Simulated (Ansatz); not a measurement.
Input and command of a calculation in Ansatz (plane waves; scalar-relativistic PAW potentials unless the input names others):

```yaml
crystal:
  lattice:
    - [3.5182, 0.0, 0.0]
    - [-1.7591, 3.0468505756, 0.0]
    - [0.0, 0.0, 13.9736]
  atoms:
    - { symbol: Te, position: [0.3333333333, 0.6666666667, 0.6201337035] }
    - { symbol: Te, position: [0.6666666667, 0.3333333333, 0.1201337035] }
    - { symbol: Te, position: [0.3333333333, 0.6666666667, 0.8798662965] }
    - { symbol: Te, position: [0.6666666667, 0.3333333333, 0.3798662965] }
    - { symbol: Mo, position: [0.3333333333, 0.6666666667, 0.25] }
    - { symbol: Mo, position: [0.6666666667, 0.3333333333, 0.75] }
basis:
  ecutwfc: 420
kpoints:
  mp_grid: { grid: [12, 12, 2] }
hamiltonian:
  xc: pbe
  dispersion: d3bj
scf:
  occupations: { method: fermi_dirac, width: 0.3 }
  n_extra_bands: 0
  max_iter: 50
output:
  forces: true
  eigenvalues: true
  stress: true
```

```bash
ansatz run input.yaml --threads 2 --pin off --max-ram 5120MiB --backend cpu --events-out ev --progress --plain --runs-dir out
```

Q: What is wrong with this input?

A: The program refuses it, because of too few bands (scf.n_extra_bands: not typed → 0). Also changed, but not at fault: scf.occupations: {"method": "gaussian", "width": 0.02} → {"method": "fermi_dirac", "width": 0.3}. With the sound run's settings it is accepted.

Abridged log:
```
Error: inconsistent input (scf.n_extra_bands, scf.occupations.method): n_bands = 46 leaves no empty band above the 46 bands per channel that the deck's 92 electrons occupy, and the occupations search for the Fermi level (a smearing at a finite width, or tetrahedra): a level found among occupied bands alone can fill a metal as an insulator; raise scf.n_extra_bands until at least 47 bands are solved (omitted, it auto-derives to 61) (see scf.n_extra_bands in the input reference)
```